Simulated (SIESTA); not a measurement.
**Al2O3 (Corundum): band structure with PBE**

Al2O3 (Corundum):

```xyz
10
Lattice="2.3803 1.3742 4.1586 -2.3803 1.3742 4.1586 0.0000 -2.7485 4.1586" Properties=species:S:1:pos:R:3 pbc="T T T"
Al    0.0000    0.0000   10.6314
Al    0.0000    0.0000    8.0823
Al    0.0000    0.0000    1.8444
Al    0.0000    0.0000    4.3935
O    -1.6503   -0.1099    5.1982
O     0.7300    1.4841    5.1982
O     0.9203   -1.3742    5.1982
O     1.6503    0.1099    7.2775
O    -0.7300   -1.4841    7.2775
O    -0.9203    1.3742    7.2775
```

The cell isn't the ideal one: cell strained along z.

```json
{
 "Program": "SIESTA 5.4.2",
 "Task": "band structure",
 "Functional": "PBE",
 "Potentials or basis": "PseudoDojo 0.4 standard (PBE files)",
 "Basis": "DZP (energy shift 0.003 Ry)",
 "Grid cutoff": "800 Ry",
 "Energy shift": "0.003 Ry",
 "k mesh": "7 × 7 × 7",
 "Occupations": "fermi-dirac, width 0.05 eV",
 "Spin": "no spin polarisation"
}
```

| Property | Result |
| --- | --- |
| Pressure | 19.5 GPa |
| Largest force | 0.431 eV/Å |
| Band gap on the k mesh | 6.40 eV, direct |
| Band gap along the path | 6.40 eV, direct |

Forces in eV/Å, atoms in the order of the input:
```
Al   0.000  0.000  0.431
Al   0.000  0.000 -0.431
Al   0.000  0.000 -0.431
Al   0.000  0.000  0.431
O   -0.007 -0.013  0.000
O   -0.007  0.013  0.000
O    0.015  0.000  0.000
O    0.007  0.013  0.000
O    0.007 -0.013  0.000
O   -0.015  0.000  0.000
```

Stress tensor (GPa, compression positive):
```
14.54  0.00  0.00
 0.00 14.54  0.00
 0.00  0.00 29.43
```

Levels at the corners of the path, in eV from the valence-band top:
| point | band 22 | band 23 | band 24 | band 25 | band 26 | band 27 |
| --- | --- | --- | --- | --- | --- | --- |
| Γ | -0.41 | -0.41 | 0.00 | 6.40 | 8.94 | 11.35 |
| L | -1.17 | -0.46 | -0.46 | 9.49 | 9.49 | 10.02 |
| B1 | -1.15 | -0.78 | -0.78 | 9.72 | 9.72 | 10.12 |
| B | -1.15 | -0.78 | -0.78 | 9.72 | 9.72 | 10.12 |
| Z | -0.80 | -0.80 | -0.80 | 8.68 | 8.68 | 11.46 |
| Γ | -0.41 | -0.41 | 0.00 | 6.40 | 8.94 | 11.35 |
| X | -1.04 | -0.87 | -0.49 | 9.45 | 9.52 | 9.72 |
| Q | -1.04 | -0.87 | -0.49 | 9.45 | 9.52 | 9.72 |
| F | -1.30 | -0.92 | -0.43 | 9.18 | 9.91 | 10.13 |
| P1 | -1.08 | -1.05 | -0.72 | 9.62 | 9.92 | 10.23 |
| Z | -0.80 | -0.80 | -0.80 | 8.68 | 8.68 | 11.46 |
| L | -1.17 | -0.46 | -0.46 | 9.49 | 9.49 | 10.02 |
| P | -1.08 | -1.05 | -0.72 | 9.62 | 9.92 | 10.23 |

It took 11 min on 1 thread of Intel(R) Xeon(R) Platinum 8259CL CPU @ 2.50GHz (Skylake/Cascade Lake) (shared host), peak memory 0.85 GiB.

Caveat: the basis of atomic orbitals isn't converged, which shifts pressures, moduli and gaps.
